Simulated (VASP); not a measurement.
The system is TiO2.

```
Ti O
1.0
     4.59220    0.00000    0.00000
     0.00000    4.59220    0.00000
     0.00000    0.00000    2.95740
Ti O
2 4
Direct
  0.00000 0.00000 0.00000
  0.50000 0.50000 0.50000
  0.30496 0.30496 0.00000
  0.19504 0.80496 0.50000
  0.69504 0.69504 0.00000
  0.80496 0.19504 0.50000
```

| Property | Result |
| --- | --- |
| Program | VASP 6.6.1 |
| Task | relaxation of cell and atoms |
| Functional | LDA |
| Potentials or basis | VASP PAW LDA potentials, release 64 (Ti_sv, O) |
| Cutoff | 600 eV |
| k mesh | 6 × 6 × 10 |
| Occupations | gaussian, width 0.02 eV |
| Spin | no spin polarisation |

At the start: pressure -7.0 GPa; volume 10.39 Å³/atom.

Where does the relaxation end?

Over 5 steps the energy falls by 7.1 meV/atom and the volume is 10.09 Å³/atom (-2.9 %); space group P4_2/mnm (No. 136, to 0.05 Å).

Step by step:
```
step  energy change (eV)  largest force (eV/Å)  pressure (GPa)  volume (Å³)
   1              0.0000                0.0013           -7.05        62.37
   2              0.0414                0.3943           11.49        58.33
   3             -0.0402                0.1510           -0.02        60.65
   4             -0.0424                0.0143           -0.02        60.56
   5             -0.0424                0.0001           -0.01        60.55
```

Final structure:
```
Ti O
1.0
     4.55212    0.00000    0.00000
     0.00000    4.55212    0.00000
     0.00000    0.00000    2.92187
Ti O
2 4
Cartesian
  0.0000 0.0000 0.0000
  2.2761 2.2761 1.4609
  1.3832 1.3832 0.0000
  0.8929 3.6592 1.4609
  3.1690 3.1690 0.0000
  3.6592 0.8929 1.4609
```
